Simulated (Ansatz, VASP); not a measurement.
# Al35BN36 (B_Al): VASP beside Ansatz, part 2 of 3

One calculation is typed for both programs; each brings its own data sets. How far apart do they land? Of the first pair: The structure shown is the start of the Ansatz relaxation below; VASP solves that cell, so the two are compared at the walk's first step.

VASP 6.6.1 and Ansatz 0.2.0.

So far: The starting structure; Ansatz: relaxation, r2SCAN.

### 3. VASP: single point, r2SCAN, start cell, pair 1

Level of this step: r2SCAN, spin-polarised from a ferromagnetic start; plane waves and PAW (Al, N, B) (VASP).

The same cell, functional and mesh now go to VASP, with its own data sets.

Lines of VASP's logs that name or quote its potential files are left out, and so is its time.

Contents of INCAR:

```
SYSTEM = Al35BN36
PREC = Accurate
ENCUT = 580
EDIFF = 1E-06
NELM = 200
ISMEAR = 0
SIGMA = 0.01
LREAL = Auto
ALGO = Normal
METAGGA = R2SCAN
LASPH = .TRUE.
NELECT = 287
NBANDS = 200
ISPIN = 2
MAGMOM = 0 0 0 0 0 0 0 0 0 0 0 0 0 0 0 0 0 0 0 0 0 0 0 0 0 0 0 0 0 0 0 0 0 0 0 0.01 0.02 0.02 0.02 0.04 0.02 0.02 0.02 0.01 0.02 0.02 0.01 0.02 0.02 0.02 0.03 0.04 0.04 0.02 0.03 0.03 0.02 0.02 0.03 0.02 0.02 0.02 0.02 0.02 0.02 0.02 0.02 0.02 0.02 0.02 0.02 -0
LORBIT = 11
LWAVE = .FALSE.
LCHARG = .FALSE.
ISIF = 2
ISYM = 0
NUPDOWN = 1
GGA_COMPAT = .FALSE.
LMIXTAU = .TRUE.
NCORE = 2
```

Contents of POSCAR:

```
Al35BN36
1.0
    9.3195655359      0.0000000860      0.0000000000
   -4.6597828424      8.0709804634      0.0000000000
    0.0000000000      0.0000000000      9.9564777190
Al N B
35 36 1
Direct
    0.2161386292      0.1083516415      0.2486911607
    0.1130453324      0.2181795630      0.4987234582
    0.2209928831      0.1059866252      0.7470706217
    0.1081881665      0.2250222261      0.9976798302
    0.2266809607      0.4442325188      0.2469684631
    0.1070913204      0.5570874581      0.5015018504
    0.2239373361      0.4468636738      0.7542005528
    0.1051351035      0.5535136668      0.0005851749
    0.2211785898      0.7824998474      0.2502424121
    0.1072144312      0.8850495951      0.4961219358
    0.2275747034      0.7820425299      0.7516467381
    0.1119486297      0.8848993035      0.9968211932
    0.5591082493      0.1113588313      0.2534588106
    0.4446614481      0.2250243288      0.5039411669
    0.5516242090      0.1124616714      0.7472718977
    0.4493271055      0.2277840926      0.0006122929
    0.5559489984      0.4490612967      0.2467734142
    0.5553781702      0.4403868859      0.7462256442
    0.4412760983      0.5510397383      0.9962710991
    0.5569731742      0.7783497904      0.2544885924
    0.4481310515      0.8950317739      0.4992997665
    0.5495668972      0.7737048778      0.7488061753
    0.4401618162      0.8896764147      0.9972243478
    0.8853503044      0.1134888045      0.2482149882
    0.7765914803      0.2233771896      0.5042511159
    0.8931846135      0.1113950067      0.7527717343
    0.7804667117      0.2275746969      0.0021301992
    0.8827960954      0.4410617694      0.2487494142
    0.7806102898      0.5568467119      0.5040663116
    0.8830187343      0.4403183653      0.7507561621
    0.7752581948      0.5586179961      0.9974383793
    0.8878275399      0.7824767948      0.2488827947
    0.7730462767      0.8839940780      0.4973871423
    0.8945578453      0.7784674925      0.7498690009
    0.7823382861      0.8940085985      0.9974831743
    0.2217217089      0.1146409640      0.4439388230
    0.1167509420      0.2238846938      0.1886252401
    0.2178518441      0.1061305978      0.9379854265
    0.1133757439      0.2213540224      0.6861155313
    0.2231376908      0.4398023260      0.4417696824
    0.1132498274      0.5596737609      0.1941491815
    0.2258606539      0.4420854439      0.9392917118
    0.1164630757      0.5607783355      0.6912432483
    0.2205747490      0.7742688772      0.4362609070
    0.1129518400      0.8848944713      0.1917508434
    0.2259146049      0.7836004571      0.9388471771
    0.1168461857      0.8898570654      0.6897313682
    0.5558287518      0.1109928287      0.4454096243
    0.4437852352      0.2166357569      0.1895490607
    0.5532778217      0.1111873528      0.9358688145
    0.4452279430      0.2227449279      0.6953783452
    0.5583144983      0.4419803725      0.4430953520
    0.4466379471      0.5528203149      0.1934301521
    0.5601979218      0.4438868323      0.9384499482
    0.4450151276      0.5512666004      0.6929814132
    0.5575972910      0.7741994892      0.4384115671
    0.4388860614      0.8842831419      0.1918104026
    0.5519955113      0.7747462630      0.9364588827
    0.4442643089      0.8938226272      0.6921546148
    0.8858780914      0.1099235623      0.4360195566
    0.7802852288      0.2277767789      0.1926076725
    0.8835746982      0.1085714342      0.9429769508
    0.7749643616      0.2238008061      0.6869040632
    0.8939959511      0.4477049523      0.4431628458
    0.7792272819      0.5567145099      0.1952638327
    0.8885275116      0.4490937551      0.9425648573
    0.7734012757      0.5516722477      0.6935788132
    0.8848868205      0.7719028626      0.4391549023
    0.7798043991      0.8853760662      0.1882602516
    0.8874390704      0.7736694386      0.9441143008
    0.7739929354      0.8852618298      0.6867693770
    0.4493884382      0.5581517613      0.4965778199
```

Contents of KPOINTS:

```
Points of the shifted mesh
1
Reciprocal
 0.2500000000  0.2500000000  0.2500000000 1
```

PAW data sets: Al, N and B (PBE family, release 64).

Launch:

```
> mpirun -np 8 vasp_std
```

Numbers of over 12 decimals in the logs are rounded to 6 here.

Output:

```text
[banner, memory and clock lines left out]
running    8 mpi-ranks, on    1 nodes
[...]
|                                                                             |
|               ----> ADVICE to this user running VASP <----                  |
|                                                                             |
|     You enforced a specific xc type in the INCAR file but a different       |
|     [... a line on the potential file left out ...]
|     I HOPE YOU KNOW WHAT YOU ARE DOING!                                     |
|                                                                             |

 LDA part: xc-table for (None), standard interpolation
 POSCAR, INCAR and KPOINTS ok, starting setup
[...]
entering main loop
       N       E                     dE             d eps       ncg     rms          rms(c)
DAV:   1     0.112073699572E+04    0.11207E+04   -0.14692E+05   800   0.147E+03
DAV:   2    -0.703728057173E+03   -0.18245E+04   -0.17449E+04  1008   0.295E+02
DAV:   3    -0.843564542274E+03   -0.13984E+03   -0.13855E+03   984   0.875E+01
DAV:   4    -0.845720155699E+03   -0.21556E+01   -0.21491E+01   960   0.115E+01
DAV:   5    -0.845762351983E+03   -0.42196E-01   -0.42152E-01   976   0.150E+00BRMIX: very serious problems
 the old and the new charge density differ
 old charge density:   288.00000 new  287.00000
    0.526E+01
DAV:   6    -0.719889908211E+03    0.12587E+03   -0.27786E+02   944   0.324E+01    0.235E+01
DAV:   7    -0.693349177532E+03    0.26541E+02   -0.15999E+01   912   0.104E+01    0.134E+01
DAV:   8    -0.720202039376E+03   -0.26853E+02   -0.83925E+00   848   0.102E+01    0.765E+00
DAV:   9    -0.685567802990E+03    0.34634E+02   -0.84202E+00   832   0.798E+00    0.303E+00
[...]
DAV:  20    -0.693245699977E+03   -0.38332E-05   -0.11959E-05   936   0.121E-02    0.432E-03
DAV:  21    -0.693245705872E+03   -0.58952E-05   -0.43749E-06   824   0.706E-03    0.197E-03
DAV:  22    -0.693245706652E+03   -0.78045E-06   -0.24207E-07   504   0.152E-03
   1 F= -.69324571E+03 E0= -.69324571E+03  d E =-.487174E-18  mag=     1.0000
```

From OUTCAR (step 3):

```text
  FREE ENERGIE OF THE ION-ELECTRON SYSTEM (eV)
  ---------------------------------------------------
  free  energy   TOTEN  =      -693.2457066525 eV

  energy  without entropy=     -693.2457066525  energy(sigma->0) =     -693.24570665

 magnetization (x)
# of ion       s       p       d       tot
------------------------------------------
    1       -0.001  -0.000   0.000  -0.001
    2       -0.001  -0.000   0.000  -0.001
    3       -0.001   0.001   0.000  -0.000
    4       -0.000   0.001   0.000   0.000
    5       -0.001   0.002   0.000   0.000
    6       -0.001  -0.001   0.000  -0.002
    7       -0.001  -0.000   0.000  -0.001
    8       -0.001   0.001   0.000   0.001
    9       -0.001  -0.000   0.000  -0.001
   10       -0.000   0.000   0.000  -0.000
   11       -0.000   0.000   0.000  -0.000
   12       -0.001  -0.000   0.000  -0.001
   13       -0.000  -0.000   0.000  -0.001
[...]
--------------------------------------------------
tot         -0.000   0.749   0.000   0.749
```

The run ends at a pressure of -3.42 GPa, with forces up to 3.4 eV/Å.

### 4. Differences

Known differences besides the potentials themselves: VASP starts from the moments at which Ansatz ended; VASP keeps PBE cores, Ansatz makes them for the functional; fixed occupations in Ansatz, narrow Gaussian smearing in VASP; the cutoff is 500 eV in Ansatz and 580 eV in VASP (PREC = Accurate, projectors in real space). Total energies have different zeros and are not compared.

Forces on 9 of the 72 atoms, those with the largest forces and the largest differences (eV/Å; atoms numbered as in POSCAR):

```csv
atom,"Ansatz x, y, z","VASP x, y, z"
Al7,"-0.034, -0.573, -1.824","-0.035, -0.577, -1.816"
Al18,"-0.430, 0.516, 0.498","-0.431, 0.519, 0.517"
Al28,"0.813, 1.616, 0.924","0.821, 1.621, 0.922"
Al35,"-0.596, -1.752, 0.271","-0.598, -1.761, 0.270"
N36,"1.076, -1.241, -0.830","1.084, -1.250, -0.845"
N40,"1.832, 2.229, 0.632","1.815, 2.227, 0.625"
N52,"-2.513, 1.962, 0.399","-2.503, 1.959, 0.388"
N55,"-0.379, 0.423, -2.480","-0.382, 0.425, -2.470"
N56,"-1.095, -2.692, 1.744","-1.103, -2.675, 1.747"
```

The forces differ by 6.3 meV/Å r.m.s., which is 0.7 % of the r.m.s. force of 0.855 eV/Å (both taken over all components). Moments aren't recorded for both runs of this pair, so they may hold unlike magnetic states. The cell carries a charge of +1 e against a uniform background, so its pressure also hangs on how the neutralising background is counted, and in a defect's cell a gap may be the spacing between its levels.

### 5. Ansatz: relaxation, r2SCAN

This run makes the geometry at which the two programs are then compared.

The structure compared here is the end of the Ansatz relaxation.

Contents of input.yaml:

```yaml
crystal:
  lattice:
    - [9.31956554, 9.0e-08, 0.0]
    - [-4.65978284, 8.07098046, 0.0]
    - [0.0, 0.0, 9.95647772]
  atoms:
    - { symbol: Al, position: [0.22222222, 0.11111111, 0.24960167] }
    - { symbol: Al, position: [0.11111111, 0.22222222, 0.49960167] }
    - { symbol: "N", position: [0.22222222, 0.11111111, 0.44039833] }
    - { symbol: "N", position: [0.11111111, 0.22222222, 0.19039833] }
    - { symbol: Al, position: [0.22222222, 0.11111111, 0.74960167] }
    - { symbol: Al, position: [0.11111111, 0.22222222, 0.99960167] }
    - { symbol: "N", position: [0.22222222, 0.11111111, 0.94039833] }
    - { symbol: "N", position: [0.11111111, 0.22222222, 0.69039833] }
    - { symbol: Al, position: [0.22222222, 0.44444444, 0.24960167] }
    - { symbol: Al, position: [0.11111111, 0.55555556, 0.49960167] }
    - { symbol: "N", position: [0.22222222, 0.44444444, 0.44039833] }
    - { symbol: "N", position: [0.11111111, 0.55555556, 0.19039833] }
    - { symbol: Al, position: [0.22222222, 0.44444444, 0.74960167] }
    - { symbol: Al, position: [0.11111111, 0.55555556, 0.99960167] }
    - { symbol: "N", position: [0.22222222, 0.44444444, 0.94039833] }
    - { symbol: "N", position: [0.11111111, 0.55555556, 0.69039833] }
    - { symbol: Al, position: [0.22222222, 0.77777778, 0.24960167] }
    - { symbol: Al, position: [0.11111111, 0.88888889, 0.49960167] }
    - { symbol: "N", position: [0.22222222, 0.77777778, 0.44039833] }
    - { symbol: "N", position: [0.11111111, 0.88888889, 0.19039833] }
    - { symbol: Al, position: [0.22222222, 0.77777778, 0.74960167] }
    - { symbol: Al, position: [0.11111111, 0.88888889, 0.99960167] }
    - { symbol: "N", position: [0.22222222, 0.77777778, 0.94039833] }
    - { symbol: "N", position: [0.11111111, 0.88888889, 0.69039833] }
    - { symbol: Al, position: [0.55555556, 0.11111111, 0.24960167] }
    - { symbol: Al, position: [0.44444444, 0.22222222, 0.49960167] }
    - { symbol: "N", position: [0.55555556, 0.11111111, 0.44039833] }
    - { symbol: "N", position: [0.44444444, 0.22222222, 0.19039833] }
    - { symbol: Al, position: [0.55555556, 0.11111111, 0.74960167] }
    - { symbol: Al, position: [0.44444444, 0.22222222, 0.99960167] }
    - { symbol: "N", position: [0.55555556, 0.11111111, 0.94039833] }
    - { symbol: "N", position: [0.44444444, 0.22222222, 0.69039833] }
    - { symbol: Al, position: [0.55555556, 0.44444444, 0.24960167] }
    - { symbol: B, position: [0.44444444, 0.55555556, 0.49960167] }
    - { symbol: "N", position: [0.55555556, 0.44444444, 0.44039833] }
    - { symbol: "N", position: [0.44444444, 0.55555556, 0.19039833] }
    - { symbol: Al, position: [0.55555556, 0.44444444, 0.74960167] }
    - { symbol: Al, position: [0.44444444, 0.55555556, 0.99960167] }
    - { symbol: "N", position: [0.55555556, 0.44444444, 0.94039833] }
    - { symbol: "N", position: [0.44444444, 0.55555556, 0.69039833] }
    - { symbol: Al, position: [0.55555556, 0.77777778, 0.24960167] }
    - { symbol: Al, position: [0.44444444, 0.88888889, 0.49960167] }
    - { symbol: "N", position: [0.55555556, 0.77777778, 0.44039833] }
    - { symbol: "N", position: [0.44444444, 0.88888889, 0.19039833] }
    - { symbol: Al, position: [0.55555556, 0.77777778, 0.74960167] }
    - { symbol: Al, position: [0.44444444, 0.88888889, 0.99960167] }
    - { symbol: "N", position: [0.55555556, 0.77777778, 0.94039833] }
    - { symbol: "N", position: [0.44444444, 0.88888889, 0.69039833] }
    - { symbol: Al, position: [0.88888889, 0.11111111, 0.24960167] }
    - { symbol: Al, position: [0.77777778, 0.22222222, 0.49960167] }
    - { symbol: "N", position: [0.88888889, 0.11111111, 0.44039833] }
    - { symbol: "N", position: [0.77777778, 0.22222222, 0.19039833] }
    - { symbol: Al, position: [0.88888889, 0.11111111, 0.74960167] }
    - { symbol: Al, position: [0.77777778, 0.22222222, 0.99960167] }
    - { symbol: "N", position: [0.88888889, 0.11111111, 0.94039833] }
    - { symbol: "N", position: [0.77777778, 0.22222222, 0.69039833] }
    - { symbol: Al, position: [0.88888889, 0.44444444, 0.24960167] }
    - { symbol: Al, position: [0.77777778, 0.55555556, 0.49960167] }
    - { symbol: "N", position: [0.88888889, 0.44444444, 0.44039833] }
    - { symbol: "N", position: [0.77777778, 0.55555556, 0.19039833] }
    - { symbol: Al, position: [0.88888889, 0.44444444, 0.74960167] }
    - { symbol: Al, position: [0.77777778, 0.55555556, 0.99960167] }
    - { symbol: "N", position: [0.88888889, 0.44444444, 0.94039833] }
    - { symbol: "N", position: [0.77777778, 0.55555556, 0.69039833] }
    - { symbol: Al, position: [0.88888889, 0.77777778, 0.24960167] }
    - { symbol: Al, position: [0.77777778, 0.88888889, 0.49960167] }
    - { symbol: "N", position: [0.88888889, 0.77777778, 0.44039833] }
    - { symbol: "N", position: [0.77777778, 0.88888889, 0.19039833] }
    - { symbol: Al, position: [0.88888889, 0.77777778, 0.74960167] }
    - { symbol: Al, position: [0.77777778, 0.88888889, 0.99960167] }
    - { symbol: "N", position: [0.88888889, 0.77777778, 0.94039833] }
    - { symbol: "N", position: [0.77777778, 0.88888889, 0.69039833] }
  host:
    repeats: [3, 3, 2]
    atoms:
      - { symbol: Al, position: [0.66666667, 0.33333333, 0.49920333] }
      - { symbol: Al, position: [0.33333333, 0.66666667, 0.99920333] }
      - { symbol: "N", position: [0.66666667, 0.33333333, 0.88079667] }
      - { symbol: "N", position: [0.33333333, 0.66666667, 0.38079667] }
total_charge: 1
basis:
  ecutwfc: 500
  xc_grid: 2
hamiltonian:
  xc: r2scan
  pseudopotentials: { kind: paw, azcp: { folder: soft_1 } }
kpoints:
  mp_grid: { grid: [1, 1, 1], shift: [0.25, 0.25, 0.25] }
magnetization:
  spin_polarized: true
  initial_magnetization: 1
  spin_locking: { lock_magnetization: hard }
scf:
  occupations: { method: fixed }
  max_iter: 100
output:
  forces: true
  charged_corrections:
    epsilon: [4.49, 4.49, 4.72]
    static_epsilon: [8.15, 8.15, 9.65]
    defect_position: [0.444444, 0.555556, 0.499602]
relax:
  f_tol: 0.02
  max_steps: 80
  random_displacement: { amplitude: 0.05, seed: 2512 }
checkpoint:
  write: "../qp1_M1.relax.run"
  compress: false
  write_wavefunctions: true
  write_every: 100000
```

Launch:

```
> ansatz run input.yaml --threads 4 --pin off --max-ram 7536MiB --backend cpu --events-out ev --progress --plain --runs-dir out
```

Output:

```text
[...]
Crystal: 72 atoms, lattice volume = 748.907 Å³
Basis set: ecut = 500 eV, 18913 PW (Γ), exchange–correlation on 144×144×150 points (8 copies of the dense FFT grid, shifted against one another)
Bands: 216, of which v1, the nominal top of the filled ones, is band 144 counted from 1 (143 counted from 0)
Symmetry: 1 space group operations
k-points: 1
[...]
Starting moments: Σ|m| = 1 μB on 72 of 72 sites
[...]
- { symbol: N, position: [0.111503, 0.555785, 0.690289] }
[...]
- { symbol: B, position: [0.443798, 0.554512, 0.502201] }
[...]
- { symbol: Al, position: [0.888663, 0.777606, 0.249738] }
    - { symbol: Al, position: [0.774534, 0.883638, 0.499991] }
    - { symbol: N, position: [0.889227, 0.778174, 0.440294] }
    - { symbol: N, position: [0.775791, 0.887596, 0.192127] }
    - { symbol: Al, position: [0.888999, 0.777760, 0.750327] }
    - { symbol: Al, position: [0.776313, 0.887840, 0.999547] }
    - { symbol: N, position: [0.888411, 0.777727, 0.941443] }
    - { symbol: N, position: [0.778404, 0.888583, 0.690251] }
```

(Part 2 of 3 ends here.)

[Lines on the potential files, build, host, timing and source positions are cut from VASP's logs without a mark.]

[Logs are printed without paths, hosts, clocks, repeated set-up lines and the standing remarks that a program may print on its own settings, such as how far it seeks lower states.]

[Hosts, paths, dates, database ids (printed as entryN), source tags and the programs' standing remarks are cut or masked in the printed files.]
